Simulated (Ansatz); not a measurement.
Input and command of a plane-wave DFT calculation in Ansatz:

```yaml
crystal:
  lattice:
    - [-3.9956487015, 0.0, 0.0]
    - [-1.9978243507, -3.4603332801, 0.0]
    - [-2.9967365261, -1.73016664, 13.2054219171]
  atoms:
    - { symbol: Ge, position: [0.3384213082, 0.3384213082, 0.656490717] }
    - { symbol: Ge, position: [0.5884213082, 0.5884213082, 0.156490717] }
    - { symbol: Ge, position: [-0.1199120252, -0.1199120252, 0.906490717] }
    - { symbol: Ge, position: [0.1300879748, 0.1300879748, 0.406490717] }
    - { symbol: Ge, position: [0.2449120252, 0.2449120252, 0.843509283] }
    - { symbol: Ge, position: [0.4949120252, 0.4949120252, 0.343509283] }
    - { symbol: Ge, position: [0.2865786918, 0.2865786918, 0.093509283] }
    - { symbol: Ge, position: [0.0365786918, 0.0365786918, 0.593509283] }
basis:
  ecutwfc: 500
kpoints:
  mp_grid: { grid: [10, 10, 3] }
hamiltonian:
  xc: r2scan
scf:
  occupations: { method: gaussian, width: 0.03 }
output:
  forces: true
  stress: true
  eigenvalues: true
```

```bash
ansatz run input.yaml --threads 2 --pin off --max-ram 5120MiB --backend cpu --events-out ev --progress --plain --runs-dir out
```

Processor: Intel(R) Xeon(R) 6975P-C (Granite Rapids), 2 threads, on a host shared with other jobs.

How long does it run, and how much memory does it take?

About 39 s on 2 threads of Intel(R) Xeon(R) 6975P-C (Granite Rapids) (shared host), peak memory 1.4 GiB. It solves 68 bands at 86 k points (the mesh reduced by symmetry) with about 4671 plane waves, in 8 SCF iterations.
